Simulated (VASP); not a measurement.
Here is a VASP 6.6.1 calculation.

The input INCAR:

```
PREC     = Accurate       # precision mode
ENCUT    = 520            # plane-wave cutoff, eV
EDIFF    = 1E-7           # SCF threshold, eV
ISMEAR   = -1             # smearing method
SIGMA    = 0.05           # smearing width, eV
LREAL    = F              # projectors in reciprocal space
LASPH    = T              # aspherical terms in the spheres
NELM     = 100            # most SCF steps
ALGO     = Normal         # electronic algorithm
ISIF     = 2              # what is computed and relaxed
LWAVE    = F              # write WAVECAR
LCHARG   = F              # write CHGCAR
LMAXMIX  = 4              # l up to which the mixer works
GGA      = PS             # functional
```

The input KPOINTS:

```
regular mesh
0
Gamma
  7 7 7
```

POSCAR

```
TiSi2
1.0
    0.0000000000      4.1175163063      4.2628978354
    2.3895119538      0.0000000000      4.2628978354
    2.3895119538      4.1175163063      0.0000000000
Ti Si
2 4
Direct
    0.7500000000      0.7500000000      0.7500000000
    0.5000000000      0.5000000000      0.5000000000
    0.4125656100      0.0874343900      0.4125656100
    0.0874343900      0.4125656100      0.0874343900
    0.1625656100      0.8374343900      0.1625656100
    0.8374343900      0.1625656100      0.8374343900
```

Contents of KPOINTS_OPT:

```
path GYTZGXA1Y,TX1,XAZ,LG
10
line-mode
reciprocal
 0.0000000000  0.0000000000  0.0000000000  G
 0.5000000000  0.0000000000  0.5000000000  Y

 0.5000000000  0.0000000000  0.5000000000  Y
 1.0000000000  0.5000000000  0.5000000000  T

 1.0000000000  0.5000000000  0.5000000000  T
 0.5000000000  0.5000000000  0.0000000000  Z

 0.5000000000  0.5000000000  0.0000000000  Z
 0.0000000000  0.0000000000  0.0000000000  G

 0.0000000000  0.0000000000  0.0000000000  G
 0.0000000000  0.4127457158  0.4127457158  X

 0.0000000000  0.4127457158  0.4127457158  X
 0.5000000000  0.2443551471  0.7443551471  A1

 0.5000000000  0.2443551471  0.7443551471  A1
 0.5000000000  0.0000000000  0.5000000000  Y

 1.0000000000  0.5000000000  0.5000000000  T
 1.0000000000  0.5872542842  0.5872542842  X1

 0.0000000000  0.4127457158  0.4127457158  X
 0.5000000000  0.7556448529  0.2556448529  A

 0.5000000000  0.7556448529  0.2556448529  A
 0.5000000000  0.5000000000  0.0000000000  Z

 0.5000000000  0.5000000000  0.5000000000  L
 0.0000000000  0.0000000000  0.0000000000  G
```

Potentials or basis: VASP PAW PBE potentials, release 64 (Ti_sv, Si).

Launch:

```console
$ cat potpaw_PBE.64/Ti_sv/POTCAR potpaw_PBE.64/Si/POTCAR > POTCAR
$ mpirun -np 1 vasp_std > vasp.out
```

(1) Predict the band gap along the path.

(2) Estimate the pressure.

(3) Predict the largest force.

Results:

(1) none (metal or under the smearing width).

(2) -1.8 GPa.

(3) 0.049 eV/Å.

Caveat: the PAW data sets were made with another functional, which shifts forces and pressure a little.
